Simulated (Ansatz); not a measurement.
# C: a single-point run

The task is a single-point run on C. The structure is shown as the input types it.

Computed with Ansatz 0.2.0 (DFT, PBEsol, all-electron PAW with datasets made for the crystal, scalar-relativistic, unless a step's input says otherwise).

10 further runs of the same task are left out: 10 that didn't finish.

### 1 The system as given

The structure is triclinic, space group P-1 (No. 2). The conventional cell has a = 2.435 Å, b = 2.456 Å, c = 3.543 Å, α = 70.88°, β = 79.88°, γ = 60.87°. C (site symmetry 1) has 3 C at 1.41 to 1.43 Å as nearest neighbours.

Structure file:

```
C
1.0
     0.05475    2.16048    3.36927
     1.26148    0.04576    3.36028
     1.24927    2.13928    0.03355
C
2
Direct
  0.16667 0.83333 0.16667
  0.83333 0.16667 0.83333
```

### 2 The calculation

File input.yaml:

```yaml
crystal:
  lattice:
    - [0.05475, 2.16048, 3.36927]
    - [1.26148, 0.04576, 3.36028]
    - [1.24927, 2.13928, 0.03355]
  atoms:
    - { symbol: C, position: [0.16667, 0.83333, 0.16667] }
    - { symbol: C, position: [0.83333, 0.16667, 0.83333] }
kpoints:
  mp_grid: { grid: [18, 18, 18] }
scf:
  occupations: { method: fermi_dirac, width: 0.05 }
hamiltonian:
  xc: pbesol
  pseudopotentials: { kind: all_electron, datasets: crystal }
output:
  forces: true
  stress: true
  eigenvalues: true
  efg: { contact_densities: true }
```

Started as:

```bash
ansatz run input.yaml --threads 1 --pin off --max-ram 3072MiB --backend cpu --events-out ev --progress --plain --runs-dir out
```

**Question.** How will this run end, and is anything wrong with its input?

The run ended at the input check. The line that matters: «memory limit exceeded: the `scf loop` phase needs 4.25 GiB against the run's memory maximum of 3.00 GiB; largest carriers: site augmentations 3.19 GiB, ion tables 0.40 GiB, unmodelled-tail allowance 0.28 GiB ...»

The run needs more memory than it was given. It asks for 4.25 GiB, and 3.00 GiB are there.

What to do: give it more memory, or shrink what the message names as the largest carriers.
